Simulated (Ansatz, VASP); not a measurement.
## Two plane-wave programs on TiB2

```
CELL_PARAMETERS angstrom
3.03204 0.00000 0.00000
-1.51602 2.62583 0.00000
0.00000 0.00000 3.22342
ATOMIC_POSITIONS crystal
Ti 0.00000 0.00000 0.00000
B 0.33333 0.66667 0.50000
B 0.66667 0.33333 0.50000
```

Alike in both runs: functional PBE; k mesh 15 × 15 × 14; occupations gaussian, width 0.1 eV; no spin polarisation.

Ansatz relaxed the structure, and its values are those at the end. VASP's run is a single point on that final structure, the one shown.

|  | VASP | Ansatz |
| --- | --- | --- |
| version | VASP 6.6.1 | Ansatz 0.2.0 |
| potentials or method | VASP PAW PBE potentials, release 64 (Ti_sv, B) | scalar-relativistic, plane waves, PAW |
| plane-wave cutoff (eV) | 520 | 520 |
| valence electrons in the cell | 18 | 18 |

|  | VASP | Ansatz | Ansatz less VASP |
| --- | --- | --- | --- |
| gap on the k mesh at the Fermi level (eV) | none | none | - |
| pressure (GPa) | 0.2 | 0.0 | -0.19 |

A gap of «none» marks a metal or a gap that the smearing closes. With one functional, cell and mesh, what is left measures potentials, basis and numerics.
